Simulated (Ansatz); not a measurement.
A strain series on CaO (CsCl type): xy shear, engineering strain (angle)

CaO, CsCl type, relaxed with r2SCAN in the plane-wave code Ansatz, then strained (xy shear, engineering strain (angle); angles, axes as in the cell below) with the atoms relaxed again within the symmetry that is left. The symmetry is Pm-3m (No. 221, cubic); conventional cell a = 2.903 Å, 12.24 Å³ an atom. Around Ca lie 8 O at 2.51 Å; around O lie 8 Ca at 2.51 Å. Values at 0 K without nuclear motion; spin polarisation is off, and the phase may be a hypothetical one.

```
CELL_PARAMETERS angstrom
2.90321 0.00000 0.00000
0.00000 2.90321 0.00000
0.00000 0.00000 2.90321
ATOMIC_POSITIONS crystal
Ca 0.00000 0.00000 0.00000
O 0.50000 0.50000 0.50000
```

Gaps are the least over each mesh (PBE 8×8×8, r2SCAN 8×8×8, HSE06 6×6×6 when unstrained) and the special points, which keep their unstrained names; stress is the change from the unstrained cell, compression positive.

```
strain (%)  gap, PBE (eV)  gap, r2SCAN (eV)  gap, HSE06 (eV)  edges, HSE06  xy stress, r2SCAN (GPa)  energy rise, r2SCAN (meV/atom)
     -4.32          2.783             3.287            4.489         M → Γ                    -0.21                            -0.4
       0.0          2.773             3.276            4.478         M → Γ                     0.00                             0.0
      +0.3          2.772             3.276            4.478         M → Γ                    +0.02                             0.0
     +1.65          2.774             3.278            4.480         M → Γ                    +0.09                            -0.1
```

Question: Estimate the row for a strain of +5.17 %.

Answer:
```
strain (%)  gap, PBE (eV)  gap, r2SCAN (eV)  gap, HSE06 (eV)  edges, HSE06  xy stress, r2SCAN (GPa)  energy rise, r2SCAN (meV/atom)
     +5.17          2.788             3.292            4.493         M → Γ                    +0.24                            -0.5
```

The meshes of the hybrids are coarse, so their gaps aren't converged to the digits shown.
